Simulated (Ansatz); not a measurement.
# Lattice vibrations of Li at Γ

Computed with DFT PBE, scalar-relativistic, plane waves, PAW in Ansatz 0.2.0. Settings: 420 eV plane-wave cutoff, Γ-centred 12×12×16 mesh, Fermi-Dirac smearing of 0.15 eV. No spin polarisation. Phonons by linear response, acoustic sum rule imposed.

The cell, relaxed at this level:
```xyz
3
Lattice="4.7805 -2.1655 0.7449 4.7805 2.1655 0.7449 0.5091 0.0000 3.0163" Properties=species:S:1:pos:R:3 pbc="T T T"
Li    3.5264    0.0000    2.5075
Li    6.5438    0.0000    1.9986
Li    0.0000    0.0000    0.0000
```

The cell was found from a structure generator's guess, not taken from experiment. In a metal, frequencies depend on the k mesh and the smearing, soft modes most.

Question: Is this structure stable against zone-centre distortions?

Answer: Yes, at Γ: no optical mode is imaginary. Strains and other wave vectors aren't tested by this run.

Question: List the optical modes at Γ (i marks imaginary ones).

Answer:
```json
{"frequency (THz)": "5.36", "degeneracy": "2"}
{"frequency (THz)": "8.37", "degeneracy": "2"}
{"frequency (THz)": "9.19", "degeneracy": "2"}
```
